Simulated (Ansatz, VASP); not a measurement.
**BiS: VASP beside Ansatz**

```
Bi S
1.0
     2.02490    1.16908    3.50049
    -2.02490    1.16908    3.50049
     0.00000   -2.33815    3.50049
Bi S
1 1
Direct
  0.00000 0.00000 0.00000
  0.50000 0.50000 0.50000
```

Change from the starting cell: strain = -0.04.

Alike in both runs: task single point; functional PBE; k mesh 8 × 8 × 8; occupations fermi-dirac, width 0.05 eV; no spin polarisation.

```csv
,VASP,Ansatz
version,VASP 6.6.1,Ansatz 0.2.0
potentials or method,"VASP PAW PBE potentials, release 64 (Bi_d, S)",Ansatz PAW
plane-wave cutoff (eV),520,420
valence electrons in the cell,21,21
```

```tsv
	VASP	Ansatz	Ansatz less VASP
gap on the k mesh at the Fermi level (eV)	none	none	-
pressure (GPa)	3.8	3.8	+0.07
largest component of the traceless stress (GPa)	1.79	1.79	0.000
```

A gap of «none» marks a metal or a gap that the smearing closes.

Caveats: spin-orbit coupling is left out, which moves the levels of the heavy elements.
